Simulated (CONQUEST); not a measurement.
Crystal: NiO.

```
CELL_PARAMETERS angstrom
2.94991 0.00000 0.00000
0.00000 2.94991 0.00000
0.00000 0.00000 4.17180
ATOMIC_POSITIONS crystal
Ni 0.00000 0.00000 0.00000
Ni 0.50000 0.50000 0.50000
O 0.00000 0.00000 0.50000
O 0.50000 0.50000 0.00000
```

Base run:

* Program: CONQUEST 1.3
* Functional: PBEsol
* Potentials or basis: PseudoDojo NC PBEsol, DZP, grid cutoff 150 Ha
* k mesh: 9 × 9 × 7
* Occupations: fermi-dirac, width 0.05 eV
* Spin: collinear spin, ferromagnetic start
* Starting moments: [1.0, 1.0, 0.0, 0.0] μB

Its results: band gap on the k mesh none (metal or under the smearing width); pressure -9.6 GPa; net moment -0.24 μB per cell.

The run is repeated on the same cell with these changes: functional from PBEsol to PBE; potentials or basis from PseudoDojo NC PBEsol, DZP, grid cutoff 150 Ha to PseudoDojo NC PBE, DZP, grid cutoff 150 Ha. What comes out?

Band gap on the k mesh none (metal or under the smearing width); pressure 1.4 GPa; net moment 0.00 μB per cell.

Caveats: the box holds several primitive cells, so bands are folded and the points are those of the box's own zone; the basis of atomic orbitals isn't converged, which shifts pressures, moduli and gaps; semilocal functionals often make such compounds metallic where correlation or magnetic order opens a gap, which also shifts bond lengths.
